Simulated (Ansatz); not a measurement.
The cell is COD entry 9008652, as deposited and not checked against the literature; nothing was relaxed.

Below is the log of a run of Ansatz 0.2.0.

```
Engine: ansatz 0.2.0
Pseudopotentials: kind: paw
Pseudopotential: K, paw, valence charge 9, recommended cutoff 420 eV (normal)
Pseudopotential: F, paw, valence charge 7, recommended cutoff 420 eV (normal)
Functional definition: PBEsol
  exchange = pbesol_x
  correlation = pbesol_c
Crystal: 2 atoms, lattice volume = 38.218 Å³
Basis set: ecut = 420 eV, 725 PW (Γ), exchange–correlation on 54×54×54 points (8 copies of the dense FFT grid, shifted against one another)
Bands: 12, of which v1, the nominal top of the filled ones, is band 8 counted from 1 (7 counted from 0)
Symmetry: 48 space group operations
Space group: Fm-3m (ITA 225), of the structure as read, at distance tolerance 3.4e-5 Å
k-points: 35 of 729
Non-local potential: K, projectors of the file, l = 0: 3, l = 1: 2, l = 2: 2
Non-local potential: F, projectors of the file, l = 0: 2, l = 1: 2, l = 2: 1
PAW form: soft (Blöchl's): semilocal exchange-correlation on the pseudo side does not see the compensation charge
PAW frozen core: K, regenerated for the run's functional, and the local potential with it (the file was generated under x = pbe(κ = 0.804, μ = 0.2195149727645171), c = pbe(β = 0.06672455060314922))
PAW frozen core: F, regenerated for the run's functional, and the local potential with it (the file was generated under x = pbe(κ = 0.804, μ = 0.2195149727645171), c = pbe(β = 0.06672455060314922))
PAW one-centre angular grid: K, 110 points (default); XC on 64 Gauss nodes
PAW one-centre angular grid: F, 110 points (default); XC on 64 Gauss nodes
Initial density: superposition of atomic densities (neutral atoms: chi_scale 0, normalization atom), corrected by the library's trained network
Initial wavefunctions: pseudopotential atomic-orbital guess
Functional: x = pbesol(κ = 0.804, μ = 0.12345679012345678), c = pbesol(β = 0.046)
SCF iter   1: F=—  HF=-2319.111481 eV  |F-HF|=—  |Δ(HF+E_count)|=         —  Δρ=9.75e-3  dr2=2.38e-2  ethr=1.77e-3  ⟨swp⟩=6.3  Hψ=2777  notcnv=0
preconditioner: auto → none  [insulator: Δε(μ)=5.875 eV  Ē_g=17.381 eV  σ=0.010 eV  W_gap=1.00  n_scr=14 (ndim 8)  ℏωp=22.5 eV  f_vac=0.124  D(μ)=0.00/eV (n_scr^D=0)  ε∞_Penn≈2.7]
SCF iter   2: F=—  HF=-2319.105441 eV  |F-HF|=—  |Δ(HF+E_count)|=   6.04e-3  Δρ=5.26e-3  dr2=6.31e-3  ethr=1.49e-4  ⟨swp⟩=2.0  Hψ=1085  notcnv=0
SCF iter   3: F=—  HF=-2319.103678 eV  |F-HF|=—  |Δ(HF+E_count)|=   1.76e-3  Δρ=7.78e-4  dr2=1.40e-4  ethr=3.95e-5  ⟨swp⟩=2.0  Hψ=788  notcnv=0
SCF iter   4: F=—  HF=-2319.103687 eV  |F-HF|=—  |Δ(HF+E_count)|=   8.81e-6  Δρ=2.41e-4  dr2=6.47e-6  ethr=8.76e-7  ⟨swp⟩=3.0  Hψ=809  notcnv=0
SCF iter   5: F=—  HF=-2319.103692 eV  |F-HF|=—  |Δ(HF+E_count)|=   5.21e-6  Δρ=4.62e-5  dr2=6.05e-7  ethr=4.05e-8  ⟨swp⟩=2.0  Hψ=728  notcnv=0
SCF iter   6: F=-2319.103692 eV  HF=-2319.103692 eV  |F-HF|=1.01e-8  |Δ(HF+E_count)|=   1.49e-7  Δρ=4.16e-6  dr2=5.51e-9  ethr=6.25e-10  ⟨swp⟩=8.0  Hψ=2703  notcnv=0
SCF 1 converged in 6 iterations: F = -2319.103692 eV  dr2 = 5.51e-9
  greatest PAW one-centre occupation: 0.987 electrons in one spin orbital (limit 2), on the K atom at site 0 (counted from 0), in its partial waves of l = 0
NSCF: frozen V_eff on 99 k-points
SCF converged after 6 iterations
Free energy (F): -2319.103692 eV
Harris-Foulkes:  -2319.103692 eV  (|F-HF|=1.01e-8)
Internal energy: -2319.103692 eV  (E = F + TS)
E sigma→0 (E₀):  -2319.103692 eV
Fermi energy:    4.373178 eV
--- Per-component energies (eV) ---
  E_band       = -125.906031
  E_kinetic    = 460.994083
  E_local      = -1110.465654  (includes V_loc(G=0)·N_el)
  E_nonlocal   = 87.200163
  E_hartree    = 398.863736
  E_xc         = -213.173988
  E_vxc        = -266.459083  (∫ρ·V_xc dr)
  E_paw        = -955.222254  (= ΣΔE_a)
  E_vpaw       = -94.907238  (= ΣTr[D̂ρ^β])
  E_aug_tail   = 0.002033  (compensation charges beyond the density's cutoff)
  E_ewald      = -987.452138
  E_core_change = 0.150328  (= ΣΔE_core)
  E_smearing   = -0.000000  (= −TS)
  E_closure    = -0.000000  (closes the sum)
  Σ components = -2319.103692   (vs F -2319.103692, Δ=0.00e0)
--- Forces (eV/Å), atoms counted from 1 ---
  atom   1  K     -0.00000000     0.00000000     0.00000000
  atom   2  F      0.00000000    -0.00000000     0.00000000
  max |Σ_I F_I| component: 4.31e-29 eV/Å
--- Stress (GPa, compression-positive) ---
       -0.716895       0.000000      -0.000000
        0.000000      -0.716895       0.000000
       -0.000000       0.000000      -0.716895
  P = ⅓ Tr σ = -0.7169 GPa (-7.169 kbar)
--- PAW observables at the nuclei: V_zz in 10²¹ V/m², potentials from the cell's mean, atoms counted from 1 ---
  atom   1  K  V_zz =    +0.000000   η = 0.0000   by run symmetry: forbidden
            electrostatic potential = -2064.066437 V   contact ρ = 34665.384068 e/Å³
  atom   2  F  V_zz =    +0.000000   η = 0.0000   by run symmetry: forbidden
            electrostatic potential = -736.006945 V   contact ρ = 3109.096599 e/Å³
--- Band table (eV; the first three rows and the last of 35) ---
  k-point 0: bands = ["-24.6143", "-17.1817", "-7.9298", "-7.9298", "-7.9298", "1.3452", "1.3452", "1.3452", "7.3823", "11.9735", "11.9735", "11.9735"]
  k-point 1: bands = ["-24.6031", "-17.1921", "-7.9631", "-7.9342", "-7.9342", "1.2291", "1.3019", "1.3019", "7.7296", "11.7595", "12.1393", "12.1393"]
  k-point 2: bands = ["-24.5745", "-17.2186", "-8.0467", "-7.9453", "-7.9453", "0.9680", "1.1949", "1.1949", "8.6284", "11.4106", "12.5695", "12.5695"]
  k-point 34: bands = ["-24.4948", "-17.2270", "-8.3344", "-8.2867", "-8.0202", "0.9280", "1.1410", "1.1948", "10.7285", "11.1973", "12.5090", "14.6781"]
--- Löwdin populations: 2 sites ---
  site symbol       q [e]
     0      K      8.1457
     1      F      7.7724
  spilling = 0.005118 (of n_electrons = 16.000000)
--- Bader charges: 2 sites ---
  site symbol  charge [e]  shift [e]
     0      K      0.8545     0.0000
     1      F     -0.8545     0.0000
  estimated error of the sums over rays = 8.5e-5 e
```

The cell and starting positions:

```
CELL_PARAMETERS angstrom
0.00000 2.67350 2.67350
2.67350 0.00000 2.67350
2.67350 2.67350 0.00000
ATOMIC_POSITIONS crystal
K 0.00000 0.00000 0.00000
F 0.50000 0.50000 0.50000
```

Parts of the input that the log doesn't repeat:

```yaml
  band_path:
    path:
      - [0.0, 0.0, 0.0]
      - [0.5, 0.0, 0.5]
      - [0.625, 0.25, 0.625]
      - [0.375, 0.375, 0.75]
      - [0.0, 0.0, 0.0]
      - [0.5, 0.5, 0.5]
      - [0.5, 0.25, 0.75]
      - [0.5, 0.0, 0.5]
    npoints: 14
output:
  forces: true
  stress: true
  eigenvalues: true
  efg: { contact_densities: true }
  populations: true
  bader: true
  dos: { projected: true, de: 0.2, e_range: [-14, 8] }
  write_density: true
  write_potential: true
  elf: true
  volumetric_format: npy
```

(1) Write the input that produced this log.

Results:

(1) 
```yaml
crystal:
  lattice:
    - [0.0, 2.6735, 2.6735]
    - [2.6735, 0.0, 2.6735]
    - [2.6735, 2.6735, 0.0]
  atoms:
    - { symbol: K, position: [0.0, 0.0, 0.0] }
    - { symbol: F, position: [0.5, 0.5, 0.5] }
kpoints:
  mp_grid: { grid: [9, 9, 9] }
  band_path:
    path:
      - [0.0, 0.0, 0.0]
      - [0.5, 0.0, 0.5]
      - [0.625, 0.25, 0.625]
      - [0.375, 0.375, 0.75]
      - [0.0, 0.0, 0.0]
      - [0.5, 0.5, 0.5]
      - [0.5, 0.25, 0.75]
      - [0.5, 0.0, 0.5]
    npoints: 14
scf:
  occupations: { method: fermi_dirac, width: 0.01 }
hamiltonian:
  xc: pbesol
  pseudopotentials: { kind: paw }
output:
  forces: true
  stress: true
  eigenvalues: true
  efg: { contact_densities: true }
  populations: true
  bader: true
  dos: { projected: true, de: 0.2, e_range: [-14, 8] }
  write_density: true
  write_potential: true
  elf: true
  volumetric_format: npy
```
This is the input that was run; digits and keys that the log doesn't show could differ in an equivalent one.
